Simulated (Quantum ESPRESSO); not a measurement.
ZrB2: equation of state with r2SCAN

The system is ZrB2.

```
CELL_PARAMETERS angstrom
3.17000 0.00000 0.00000
-1.58500 2.74530 0.00000
0.00000 0.00000 3.53300
ATOMIC_POSITIONS crystal
Zr 0.00000 0.00000 0.00000
B 0.66667 0.33333 0.50000
B 0.33333 0.66667 0.50000
```

| Quantity | Value |
| --- | --- |
| Program | Quantum ESPRESSO 7.5 |
| Task | equation of state |
| Functional | r2SCAN |
| Potentials or basis | SG15 PBE 1.2 |
| Cutoff | 952 eV |
| Density cutoff | 3810 eV |
| k mesh | 8 × 8 × 6 |
| Occupations | fermi-dirac, width 0.05 eV |
| Spin | no spin polarisation |
| Symmetry | off |
| Mixing beta | 0.5 |
| Most SCF iterations | 120 |
| SCF threshold | 1e-08 Ry |

- Equilibrium volume: 10.25 Å³/atom
- Bulk modulus at fixed shape and positions: 243 GPa
- Pressure derivative of the bulk modulus: 3.9

Energy against volume, from the lowest point:
| volume (Å³/atom) | energy (meV/atom) |
| --- | --- |
| 9.634 | 30.70 |
| 9.839 | 13.14 |
| 10.044 | 3.14 |
| 10.249 | 0.00 |
| 10.454 | 3.07 |
| 10.659 | 11.79 |
| 10.864 | 25.63 |

All runs of the series together: 9 min on 2 threads of Intel(R) Xeon(R) 6975P-C (Granite Rapids) (shared host).

Caveat: the potentials were made for another functional, which shifts forces and pressure; the cell was scaled at fixed shape and fractional positions, which overstates the stiffness of a crystal with free parameters, most of all of layers and chains.
